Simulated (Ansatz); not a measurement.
# CoSn: two-dimensional strain map

All numbers below come from DFT PBE, scalar-relativistic, plane waves, PAW in Ansatz 0.2.0. The runs took a 420 eV cutoff, a Γ-centred 12×12×12 mesh and Gaussian smearing (0.15 eV). No spin polarisation. A magnetic state may lie lower. Energies are free energies at this smearing, counted from the undisturbed cell; pressure is positive in compression.

Reference structure (relaxed at this level; it needn't be the usual structure):

```
CELL_PARAMETERS angstrom
5.29659 0.00000 0.00000
-2.64829 4.58698 0.00000
0.00000 0.00000 4.23029
ATOMIC_POSITIONS crystal
Co 0.00000 0.50000 0.00000
Co 0.50000 0.50000 0.00000
Co 0.50000 0.00000 0.00000
Sn 0.66667 0.33333 0.50000
Sn 0.33333 0.66667 0.50000
Sn 0.00000 0.00000 0.00000
```

The cell is strained by p along both x and y and by q along z, fractional coordinates fixed. Points are written (p, q).

Energy above the undisturbed cell in meV/atom (a dash: not computed):

```
 p \ q  -0.080  -0.040  0.000  0.040  0.080
-0.080   542.7   377.8      ?  256.3  263.9
-0.040   235.9       –      –      –      –
 0.000   108.5       –    0.0      –      ?
 0.080   170.9       –  167.8      –      ?
```

(1) Fill in the withheld energies.

Answers

(1) (-0.080, 0.000): 288.8; (0.000, 0.080): 67.8; (0.080, 0.080): 290.8.